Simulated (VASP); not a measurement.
## AlN: relaxation of cell and atoms with PBEsol

AlN:

```
Al N
1.0
     3.11381    0.00000    0.00000
    -1.55691    2.69664    0.00000
     0.00000    0.00000    4.98339
Al N
2 2
Direct
  0.33333 0.66667 0.99900
  0.66667 0.33333 0.49900
  0.33333 0.66667 0.38100
  0.66667 0.33333 0.88100
```

The cell isn't the ideal one: cell and atoms relaxed tightly for response.

- Program: VASP 6.6.1
- Task: relaxation of cell and atoms
- Functional: PBEsol
- Potentials or basis: VASP PAW PBE potentials, release 64 (Al, N)
- Cutoff: 600 eV
- k mesh: 9 × 9 × 6
- Occupations: gaussian, width 0.01 eV
- Spin: no spin polarisation
- Dipole correction: no
- Further INCAR settings: ALGO = Fast; EDIFF = 1e-06; IBRION = 2; EDIFFG = -0.001; NSW = 80; ISIF = 3

* Relaxed volume: 10.45 Å³/atom
* Relaxed cell: a = 3.113 Å, b = 3.113 Å, c = 4.982 Å, α = 90.00°, β = 90.00°, γ = 120.00°
* Space group after relaxing (to 0.05 Å): P6_3mc (No. 186)
* Energy gained by relaxing: 0.0 meV/atom
* Ionic steps: 19
* Pressure after relaxing: 0.0 GPa
* Band gap on the k mesh: 4.12 eV, direct

Final structure:
```
Al N
1.0
     3.11302    0.00000    0.00000
    -1.55651    2.69596    0.00000
     0.00000    0.00000    4.98226
Al N
2 2
Direct
  0.33333 0.66667 0.99900
  0.66667 0.33333 0.49900
  0.33333 0.66667 0.38100
  0.66667 0.33333 0.88100
```

Levels at points of the mesh, in eV from the valence-band top:
```csv
k point,band 5,band 6,band 7,band 8,band 9,band 10,band 11,band 12
"(0.00, 0.00, 0.00)",-0.88,-0.22,-0.22,0.00,4.12,6.55,10.50,11.02
"(0.00, 0.00, 0.50)",-0.56,-0.56,-0.56,-0.56,6.37,6.37,10.20,10.20
```

It took 2.1 min on 1 thread of Intel(R) Xeon(R) Platinum 8488C (Sapphire Rapids), on a shared host, peak memory 0.19 GiB.

Caveat: the PAW data sets were made with another functional, which shifts forces and pressure a little; an odd mesh through Γ misses points on the zone boundary, where band edges often lie.
